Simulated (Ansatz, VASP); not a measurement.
LiCl: VASP beside Ansatz

```xyz
2
Lattice="-0.1146 2.4258 2.6399 2.3923 -0.1146 2.6399 2.2777 2.3112 0.0000" Properties=species:S:1:pos:R:3 pbc="T T T"
Li    0.0000    0.0000    0.2573
Cl    2.2777    2.3112    2.3825
```

Alike in both runs: task single point; functional PBE; k mesh 8 × 8 × 8; occupations gaussian, width 0.02 eV; no spin polarisation.

|  | VASP | Ansatz |
| --- | --- | --- |
| version | VASP 6.6.1 | Ansatz 0.2.0 |
| potentials or method | VASP PAW PBE potentials, release 64 (Li_sv, Cl) | scalar-relativistic, plane waves, PAW |
| plane-wave cutoff (eV) | 520 | 420 |
| valence electrons in the cell | 10 | 10 |

Ansatz gave:

| Quantity | Value |
| --- | --- |
| gap on the k mesh at the Fermi level (eV) | 6.34 |
| least direct gap on the mesh (eV) | 6.35 |
| rms of the force components (eV/Å) | 0.480 |

Problem. What did VASP give for the same quantities?

Solution. gap on the k mesh at the Fermi level (eV): 6.36; least direct gap on the mesh (eV): 6.36; rms of the force components (eV/Å): 0.490.

Atom by atom the forces differ by 0.010 eV/Å (rms over components).

 A k mesh can miss the band edges.
